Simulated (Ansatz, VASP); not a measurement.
# MoS2: VASP beside Ansatz, part 2 of 2

Wanted: the spread between two codes on one cell, functional and k mesh. The structure shown is the end of the VASP relaxation below.

VASP 6.6.1 and Ansatz 0.2.0.

So far: Starting point; VASP: relaxation, PBE with D3(BJ); Ansatz: single point, PBE with D3(BJ); Differences.

## (5) VASP: band structure, PBE with D3(BJ)

Level of this step: PBE with D3(BJ), no spin polarisation; plane waves and PAW (S, Mo) (VASP).

The same path points are solved in both programs, so levels can be compared one by one.

Contents of INCAR:

```
SYSTEM = MoS2
PREC = Normal
ENCUT = 300
EDIFF = 1E-06
NELM = 120
ISMEAR = 0
SIGMA = 0.05
LREAL = .FALSE.
ALGO = Fast
GGA = PE
IVDW = 12
NBANDS = 22
LASPH = .TRUE.
LORBIT = 11
LWAVE = .TRUE.
LCHARG = .TRUE.
IDIPOL = 3
LDIPOL = .TRUE.
DIPOL = 0.5 0.5 0.5
LVHAR = .TRUE.
LVACPOTAV = .TRUE.
LELF = .TRUE.
NEDOS = 1500
```

Contents of POSCAR:

```
MoS2
1.0
    3.1600000000      0.0000000000      0.0000000000
   -1.5800000000      2.7366402760      0.0000000000
    0.0000000000      0.0000000000     18.0811500000
S Mo
2 1
Direct
    0.0000000000      0.0000000000      0.5865755204
    0.0000000000      0.0000000000      0.4133050142
    0.6666666670      0.3333333330      0.4999493983
```

Contents of KPOINTS:

```
Automatic mesh
0
Gamma
9 9 1
0 0 0
```

Contents of KPOINTS_OPT:

```
Line mode
14
Line-mode
Reciprocal
  0.00000000   0.00000000   0.00000000 GAMMA
  0.50000000   0.00000000   0.00000000 M

  0.50000000   0.00000000   0.00000000 M
  0.33333333   0.33333333   0.00000000 K

  0.33333333   0.33333333   0.00000000 K
  0.00000000   0.00000000   0.00000000 GAMMA
```

The projector-augmented-wave data sets are S and Mo (PBE family, release 64).

The run is started by

```bash
> mpirun -np 2 vasp_std
```

Numbers of over 12 decimals in the logs are rounded to 6 here.

Output:

```text
[banner, memory and clock lines left out]
running    2 mpi-ranks, on    1 nodes
[...]
LDA part: xc-table for (Slater+PW92), standard interpolation
 POSCAR, INCAR and KPOINTS ok, starting setup
[...]
entering main loop
       N       E                     dE             d eps       ncg     rms          rms(c)
DAV:   1     0.848013389909E+02    0.84801E+02   -0.46860E+03   528   0.400E+02
DAV:   2    -0.147831943716E+02   -0.99585E+02   -0.91415E+02   676   0.123E+02
DAV:   3    -0.231715566250E+02   -0.83884E+01   -0.82527E+01   676   0.383E+01
DAV:   4    -0.233348750965E+02   -0.16332E+00   -0.16318E+00   692   0.625E+00
[...]
RMM:  20    -0.217813425425E+02   -0.14648E-04   -0.47550E-07   628   0.240E-03    0.566E-04
RMM:  21    -0.217813449340E+02   -0.23914E-05   -0.10625E-07   549   0.105E-03    0.440E-04
RMM:  22    -0.217813457270E+02   -0.79303E-06   -0.15345E-08   477   0.660E-04
|                                                                             |
[...]
1 F= -.22736973E+02 E0= -.22736973E+02  d E =-.136713E-10
 Start KPOINTS_OPT (optional k-point list driver)
k-point batch [1-12\42]
       N       E                     dE             ncg
DAV:   1    -0.303745065162E+03   -0.26438E+04      528
DAV:   2    -0.142088864613E+04   -0.11171E+04      642
DAV:   3    -0.151649489261E+04   -0.95606E+02      666
DAV:   4    -0.151819551378E+04   -0.17006E+01      658
DAV:   5    -0.151824609072E+04   -0.50577E-01      674
DAV:   6    -0.151824845855E+04   -0.23678E-02      744
DAV:   7    -0.151824851384E+04   -0.55288E-04      690
DAV:   8    -0.151824851667E+04   -0.28344E-05      550
DAV:   9    -0.151824851684E+04   -0.16862E-06      506
[...]
k-point batch [37-42\42]
       N       E                     dE             ncg
DAV:   1     0.227220189813E+04   -0.55404E+03      264
DAV:   2     0.173181549784E+04   -0.54039E+03      314
DAV:   3     0.168530383330E+04   -0.46512E+02      336
DAV:   4     0.168446494384E+04   -0.83889E+00      328
DAV:   5     0.168443885311E+04   -0.26091E-01      336
DAV:   6     0.168443758249E+04   -0.12706E-02      394
DAV:   7     0.168443754582E+04   -0.36671E-04      336
DAV:   8     0.168443754350E+04   -0.23160E-05      298
DAV:   9     0.168443754345E+04   -0.55108E-07      248
 writing wavefunctions
```

Parts of OUTCAR (step 5):

```text
 Edisp (eV)   -0.95563

  Total      -0.39726    -0.39726    -0.21437    -0.00000     0.00000     0.00000
  in kB      -4.07060    -4.07060    -2.19655    -0.00000     0.00000     0.00000
  external pressure =       -3.45 kB  Pullay stress =        0.00 kB

 POSITION                                       TOTAL-FORCE (eV/Angst)
 -----------------------------------------------------------------------------------
      0.00000      0.00000     10.60596        -0.000000      0.000000     -0.000524
      0.00000      0.00000      7.47303        -0.000000      0.000000      0.005603
      1.58000      0.91221      9.03966         0.000000     -0.000000     -0.005079
 -----------------------------------------------------------------------------------
    total drift:                                0.000003     -0.000002     -0.000074

  FREE ENERGIE OF THE ION-ELECTRON SYSTEM (eV)
  ---------------------------------------------------
  free  energy   TOTEN  =       -22.7369734030 eV

  energy  without entropy=      -22.7369734029  energy(sigma->0) =      -22.73697340

[... 1 part as in an earlier step ...]

[... 2 further parts left out ...]
[key lines of the parts left out:]
E-fermi :  -1.9135
```

## (6) Ansatz: band structure, PBE with D3(BJ)

The same cell, functional, mesh and smearing now go to Ansatz, which takes its cutoff from its data sets.

Contents of input.yaml:

```yaml
crystal:
  lattice:
    - [3.16, 0.0, 0.0]
    - [-1.58, 2.736640276, 0.0]
    - [0.0, 0.0, 18.08115]
  atoms:
    - { symbol: S, position: [0.0, 0.0, 0.5865755204] }
    - { symbol: S, position: [0.0, 0.0, 0.4133050142] }
    - { symbol: Mo, position: [0.666666667, 0.333333333, 0.4999493983] }
hamiltonian:
  xc: pbe
  pseudopotentials: { kind: paw }
  dispersion: d3bj
kpoints:
  mp_grid: { grid: [9, 9, 1] }
  band_path:
    path:
      - [0.0, 0.0, 0.0]
      - [0.03846, 0.0, 0.0]
      - [0.07692, 0.0, 0.0]
      - [0.15385, 0.0, 0.0]
      - [0.19231, 0.0, 0.0]
      - [0.26923, 0.0, 0.0]
      - [0.30769, 0.0, 0.0]
      - [0.34615, 0.0, 0.0]
      - [0.42308, 0.0, 0.0]
      - [0.46154, 0.0, 0.0]
      - [0.5, 0.0, 0.0]
      - [0.48718, 0.02564, 0.0]
      - [0.47436, 0.05128, 0.0]
      - [0.44872, 0.10256, 0.0]
      - [0.4359, 0.12821, 0.0]
      - [0.41026, 0.17949, 0.0]
      - [0.39744, 0.20513, 0.0]
      - [0.37179, 0.25641, 0.0]
      - [0.35897, 0.28205, 0.0]
      - [0.34615, 0.30769, 0.0]
      - [0.33333, 0.33333, 0.0]
      - [0.30769, 0.30769, 0.0]
      - [0.25641, 0.25641, 0.0]
      - [0.23077, 0.23077, 0.0]
      - [0.20513, 0.20513, 0.0]
      - [0.15385, 0.15385, 0.0]
      - [0.12821, 0.12821, 0.0]
      - [0.07692, 0.07692, 0.0]
      - [0.05128, 0.05128, 0.0]
      - [0.0, 0.0, 0.0]
    npoints: 1
scf:
  occupations: { method: gaussian, width: 0.05 }
  n_extra_bands: 7
efield:
  axis: 3
  dipole_correction: true
  ramp_width: 0.04
output:
  forces: true
  eigenvalues: true
```

The run is started by

```bash
> ansatz run input.yaml --threads 2 --pin off --max-ram 4608MiB --backend cpu --events-out ev --progress --plain --runs-dir out
```

Output:

```text
[...]
Crystal: 3 atoms, lattice volume = 156.362 Å³
Basis set: ecut = 420 eV, 3013 PW (Γ), exchange–correlation on 48×48×250 points (8 copies of the dense FFT grid, shifted against one another)
Bands: 20, of which v1, the nominal top of the filled ones, is band 13 counted from 1 (12 counted from 0)
Symmetry: 6 space group operations
[...]
k-point 1: bands = [... 9 lower, -2.7787, -2.1342, -1.4830, -0.5470, 2.2095, 2.2382, 2.4699, 2.7375, ... 3 higher]
  k-point 2: bands = [... 9 lower, -2.7096, -2.2755, -1.6309, -0.9938, 1.7774, 2.0893, 2.4169, 3.3205, ... 3 higher]
  k-point 11: bands = [... 9 lower, -3.9404, -3.2973, -2.5786, -0.3948, 1.3616, 2.6504, 3.2082, 4.5809, ... 3 higher]
[key lines of the parts left out:]
SCF converged after 10 iterations
Free energy (F): -6763.765821 eV
Fermi energy:    0.483416 eV
Dipole field:    D = 0.000160 V/Å  (p = 0.000138 e·Å, saw-weighted, corrected)
Work function:   Φ+ = 5.0485 eV   Φ− = 5.0514 eV
```

Run time: 5.5 s. Hardware: 2 threads of Arm Neoverse V2, shared host; peak memory 0.35 GiB.

## (7) Comparison

Compared:

| quantity | Ansatz | VASP | difference |
| --- | --- | --- | --- |
| gap over the path points (eV) | 1.756 | 1.751 | +0.005 |

Levels at points of the path, from each program's valence-band top (eV; 4 filled, then empty):

| k (reciprocal lattice) | Ansatz | VASP |
| --- | --- | --- |
| 0.000 0.000 0.000 | -1.83 -1.46 -1.46 -0.06 2.83 2.83 3.06 | -1.82 -1.45 -1.45 -0.09 2.85 2.85 3.06 |
| 0.038 0.000 0.000 | -1.98 -1.49 -1.34 -0.07 2.79 2.87 2.99 | -1.96 -1.49 -1.33 -0.10 2.81 2.89 2.99 |
| 0.077 0.000 0.000 | -2.24 -1.60 -1.18 -0.10 2.70 2.81 2.96 | -2.23 -1.59 -1.18 -0.12 2.72 2.81 2.96 |
| 0.154 0.000 0.000 | -2.22 -1.95 -1.07 -0.27 2.37 2.62 2.72 | -2.22 -1.94 -1.06 -0.30 2.37 2.62 2.72 |
| 0.192 0.000 0.000 | -2.15 -2.04 -1.14 -0.44 2.22 2.58 2.69 | -2.15 -2.04 -1.14 -0.46 2.22 2.58 2.69 |
| 0.269 0.000 0.000 | -2.55 -1.63 -1.42 -0.84 2.19 2.36 3.06 | -2.55 -1.62 -1.42 -0.85 2.18 2.35 3.07 |
| 0.308 0.000 0.000 | -2.73 -1.57 -1.43 -0.96 2.27 2.29 3.29 | -2.72 -1.57 -1.42 -0.98 2.26 2.28 3.30 |
| 0.346 0.000 0.000 | -2.88 -1.69 -1.25 -0.98 2.27 2.40 3.51 | -2.87 -1.70 -1.24 -1.00 2.24 2.38 3.53 |
| 0.423 0.000 0.000 | -3.08 -1.86 -1.00 -0.79 2.29 2.68 3.81 | -3.08 -1.87 -0.98 -0.80 2.25 2.65 3.85 |
| 0.462 0.000 0.000 | -3.13 -1.90 -0.94 -0.68 2.32 2.79 3.88 | -3.13 -1.91 -0.91 -0.70 2.27 2.75 3.94 |

At this near-relaxed geometry the largest component of a force difference is 16 meV/Å. Among the levels compared at these points, filled levels agree within 34 meV and empty ones within 60 meV.

## (8) What came out

| Property | Result |
| --- | --- |
| difference in gap on the k mesh (single point, PBE with D3(BJ)) | 0.0048 eV |
| r.m.s. force difference (single point, PBE with D3(BJ)) | 8.9 meV/Å |
| difference in gap over the path points (band structure, PBE with D3(BJ)) | 0.0052 eV |
| r.m.s. force difference (band structure, PBE with D3(BJ)) | 7.6 meV/Å |

What this shows: The r.m.s. force difference is 8.9 meV/Å (single point, PBE with D3(BJ)), within the 12 meV/Å picked in this series as the mark of a large difference. Such differences can come from data sets, numerical settings and the points named under the comparisons, not from the functional's error against experiment.

[Lines on the potential files, build, host, timing and source positions are cut from VASP's logs without a mark.]

[Logs are printed without paths, hosts, clocks, repeated set-up lines and the standing remarks that a program may print on its own settings, such as how far it seeks lower states.]

[Hosts, paths, dates, database ids (printed as entryN), source tags and the programs' standing remarks are cut or masked in the printed files.]
